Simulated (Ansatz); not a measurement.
## Li across functionals

```xyz
1
Lattice="0.0000 2.2020 2.2020 2.2020 0.0000 2.2020 2.2020 2.2020 0.0000" Properties=species:S:1:pos:R:3 pbc="T T T"
Li    0.0000    0.0000    0.0000
```

The cell is COD entry 9008473, as deposited and not checked against the literature; nothing was relaxed.

One fixed cell is solved with several functionals by PAW with the default files in Ansatz 0.2.0, scalar-relativistically. A positive pressure means that the functional wants a larger cell.

The PAW files were made with PBE; their cores are remade for each functional.

The runs use a Γ-centred 16×16×16 k mesh, Fermi–Dirac smearing of 0.05 eV, cutoff 420 eV, no spin polarisation.

Cutoffs: PBE 420 eV, LDA 420 eV, PBEsol 420 eV, r²SCAN 500 eV.

```tsv
setting	P (GPa)	lowest level at Γ above −25 eV, from the valence-band top or, without a gap, the Fermi level (eV)
PBE	-0.70	-3.48
LDA	-1.47	-3.43
PBEsol	-0.70	-3.48
r²SCAN	?	?
```

(1) Fill in "P (GPa)" for the row "r²SCAN".

(2) Fill in "lowest level at Γ above −25 eV, from the valence-band top or, without a gap, the Fermi level (eV)" for the row "r²SCAN".

Answers

(1) -0.24.

(2) -3.83.
